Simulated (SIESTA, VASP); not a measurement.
This is a calculation of In for SIESTA 5.4.2. 

Contents of In.fdf:

```
SystemName                      In
SystemLabel                     In
NumberOfSpecies                 1
NumberOfAtoms                   5
%block ChemicalSpeciesLabel
  1  49 In
%endblock ChemicalSpeciesLabel

LatticeConstant                 1.0 Ang
%block LatticeVectors
     3.3638438630     0.0000000000     0.0000000000
    -1.6819219315     2.9131742397     0.0000000000
     0.0000000000     0.0000000000    25.7997083600
%endblock LatticeVectors
AtomicCoordinatesFormat         Fractional
%block AtomicCoordinatesAndAtomicSpecies
     0.0000000000     0.0000000000     0.2907009605  1  In
     0.3333333300     0.6666666600     0.3953504802  1  In
     0.0000000000     0.0000000000     0.5000000000  1  In
     0.6666666700     0.3333333400     0.6046495198  1  In
     0.0000000000     0.0000000000     0.7092990395  1  In
%endblock AtomicCoordinatesAndAtomicSpecies

%block kgrid.MonkhorstPack
    9   0   0  0.0
    0   9   0  0.0
    0   0   1  0.0
%endblock kgrid.MonkhorstPack
XC.Functional                   GGA
XC.Authors                      PBE
PAO.BasisSize                   DZP
PAO.EnergyShift                 0.003 Ry
Mesh.Cutoff                     500 Ry
OccupationFunction              FD
ElectronicTemperature           0.05 eV
Slab.DipoleCorrection           vacuum
MaxSCFIterations                120
SCF.MustConverge                false
SCF.Mixer.Method                Pulay
SCF.Mixer.Weight                0.25
SCF.Mixer.History               8
SCF.DM.Tolerance                5.0e-05
SCF.H.Tolerance                 1.0e-03 eV
WriteForces                     true
Charge.Mulliken                 end
%block PAO.Basis
  In 4
  n=5 0 2
    6.996 0.000
  n=5 1 2
    9.500 0.000
  n=4 2 2
    4.106 0.000
  n=5 2 1
    9.500
%endblock PAO.Basis
```

Potentials or basis: PseudoDojo 0.4 standard (PBE files), converted to PSML, two zetas on semicore shells, DZP (energy shift 0.003 Ry; two zetas on semicore shells).

Command:

```bash
$ siesta In.fdf > In.out 2>&1
```

Problem. Translate it to VASP 6.6.1. Potentials or basis there: PBE PAW files In_d, 520 eV.

Solution. As run (cutoffs and basis follow the program's own potentials, and thresholds, step limits or extra output files can differ):

The input INCAR:

```
SYSTEM = In
PREC = Accurate
ENCUT = 520
EDIFF = 1E-7
ISMEAR = -1
SIGMA = 0.05
LREAL = .False.
LASPH = .True.
NELM = 100
ALGO = Normal
ISIF = 2
LWAVE = .False.
LCHARG = .False.
LDIPOL = .True.
IDIPOL = 3
DIPOL = 0.5 0.5 0.500
GGA = PE
NBANDS = 40
```

File KPOINTS:

```
Automatic mesh
0
Gamma
  9 9 1
  0 0 0
```

The input POSCAR:

```
In
1.0
    3.3638438630      0.0000000000      0.0000000000
   -1.6819219315      2.9131742397      0.0000000000
    0.0000000000      0.0000000000     25.7997083600
In
5
Direct
    0.0000000000      0.0000000000      0.2907009605
    0.3333333300      0.6666666600      0.3953504802
    0.0000000000      0.0000000000      0.5000000000
    0.6666666700      0.3333333400      0.6046495198
    0.0000000000      0.0000000000      0.7092990395
```

Potentials or basis: VASP PAW PBE potentials, release 64 (In_d).

The run is started by

```bash
$ cat potpaw_PBE.64/In_d/POTCAR > POTCAR
$ mpirun -np 1 vasp_std > vasp.out
```

Both were run:

|  | SIESTA | VASP |
| --- | --- | --- |
| Largest force | 0.152 eV/Å | 0.118 eV/Å |
